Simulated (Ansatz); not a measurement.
# AgI (Iodargyrite): the cost of one run

Computed with Ansatz 0.2.0 (DFT LDA, all-electron LAPW, scalar-relativistic unless said, unless a step's input says otherwise).

## 1. The starting structure

It takes space group P6_3mc (No. 186, hexagonal). The conventional cell has a = 4.485 Å, b = 4.485 Å, c = 7.341 Å, α = 90.00°, β = 90.00°, γ = 120.00°. Around Ag (site symmetry 3m) lie 4 I at 2.75 Å. Around I (site symmetry 3m) lie 4 Ag at 2.75 Å.

Structure file:

```
Ag I
1.0
     4.48499    0.00000    0.00000
    -2.24249    3.88412    0.00000
     0.00000    0.00000    7.34057
Ag I
2 2
Direct
  0.66667 0.33333 0.62773
  0.33333 0.66667 0.12773
  0.66667 0.33333 0.00227
  0.33333 0.66667 0.50227
```

Cartesian axes are those of the input's lattice vectors. The structure goes back to a database entry.

## 2. Reference run, fine mesh, LAPW

File input.yaml:

```yaml
crystal:
  lattice:
    - [4.48498969141, 0.0, 0.0]
    - [-2.24249484571, 3.88411500847, 0.0]
    - [0.0, 0.0, 7.34057451339]
  atoms:
    - { symbol: Ag, position: [0.666666666667, 0.333333333333, 0.627726514545] }
    - { symbol: Ag, position: [0.333333333333, 0.666666666667, 0.127726514545] }
    - { symbol: I, position: [0.666666666667, 0.333333333333, 0.002273485455] }
    - { symbol: I, position: [0.333333333333, 0.666666666667, 0.502273485455] }
kpoints:
  mp_grid: { grid: [6, 6, 4] }
scf:
  occupations: { method: fixed }
hamiltonian:
  xc: lda
  pseudopotentials: { kind: all_electron, lapw: { basis_error: 0.001 } }
output:
  forces: true
  stress: true
  eigenvalues: true
  eigenstates:
    nscf_kmesh: { grid: [10, 10, 6] }
    de_dk: true
    e_range: [-9, 11.09145552181]
checkpoint:
  write: ck
  write_wavefunctions: false
```

Run with:

```console
$ ansatz run input.yaml --threads 1 --pin off --max-ram 3072MiB --backend cpu --events-out ev --progress --plain --runs-dir out
```

**Question.** How long does this run take on 1 thread of Intel Xeon 6975P-C (Granite Rapids), shared host, and how much memory does it need?

About 79 s, with a peak of 0.54 GiB.
